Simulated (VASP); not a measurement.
# VASP 6.6.1 run: ZnSe

INCAR

```
PREC = Accurate
EDIFF = 1E-7
ENCUT = 520
LCHARG = .FALSE.
NELECT = 19
SIGMA = 0.02
NSW = 0
NELM = 120
LASPH = .TRUE.
LREAL = .FALSE.
NBANDS = 33
ISMEAR = -1
LWAVE = .FALSE.
ISIF = 2
ADDGRID = .TRUE.
IBRION = -1
GGA = PE
```

KPOINTS

```
KPOINTS created by Atomic Simulation Environment
0
Gamma
8 8 8
0 0 0
```

POSCAR

```
Zn Se
 1.0000000000000000
    -0.0000000000000000    2.8324206843821043    2.8324206843821043
     2.8324206843821043    0.0000000000000000    2.8324206843821043
     2.8324206843821043    2.8324206843821043    0.0000000000000000
 Zn  Se
   1   1
Cartesian
  0.0000000000000000 -0.0000000000000000  0.0000000000000000
  1.4162103421910519  1.4162103421910519  1.4162103421910519
```

The recommended PBE PAW datasets give the neutral cell 18 valence electrons.

Command

```
mpirun -np 1 vasp_std
```

Task: Predict the outcome of this run.

Result: It converged. Results: pressure 37.7 GPa.

OSZICAR

```
N       E                     dE             d eps       ncg     rms          rms(c)
DAV:   1     0.135318226089E+03    0.13532E+03   -0.72640E+03  2003   0.641E+02
DAV:   2     0.116281781469E+02   -0.12369E+03   -0.10878E+03  1954   0.194E+02
DAV:   3    -0.129782117336E+01   -0.12926E+02   -0.12598E+02  2371   0.531E+01
DAV:   4    -0.148716766318E+01   -0.18935E+00   -0.18912E+00  2134   0.648E+00
DAV:   5    -0.148755345335E+01   -0.38579E-03   -0.38578E-03  2314   0.289E-01    0.864E+00
DAV:   6    -0.131466683039E+01    0.17289E+00   -0.39910E-01  2337   0.724E+00    0.540E+00
DAV:   7    -0.129682771677E+01    0.17839E-01   -0.56400E-02  2312   0.152E+00    0.203E+00
DAV:   8    -0.129449588628E+01    0.23318E-02   -0.11657E-02  2123   0.784E-01    0.228E-01
DAV:   9    -0.129423926674E+01    0.25662E-03   -0.42306E-04  2548   0.320E-01    0.660E-02
DAV:  10    -0.129424605449E+01   -0.67878E-05   -0.10524E-04  2110   0.521E-02    0.330E-02
DAV:  11    -0.129425182071E+01   -0.57662E-05   -0.10128E-05  2236   0.206E-02    0.642E-03
DAV:  12    -0.129425175468E+01    0.66024E-07   -0.10965E-06  2265   0.645E-03    0.344E-03
DAV:  13    -0.129425163969E+01    0.11499E-06   -0.20355E-07  2200   0.202E-03    0.118E-03
DAV:  14    -0.129425162981E+01    0.98864E-08   -0.22568E-08  1098   0.150E-03
   1 F= -.12942516E+01 E0= -.12926702E+01  d E =-.316295E-02
```

The cell is charged and sits in a uniform background.

For comparison, a separate PBE run of the intended cell, on usual settings and not on those above, gives a gap of 1.30 eV on its mesh and a pressure of 2.4 GPa.
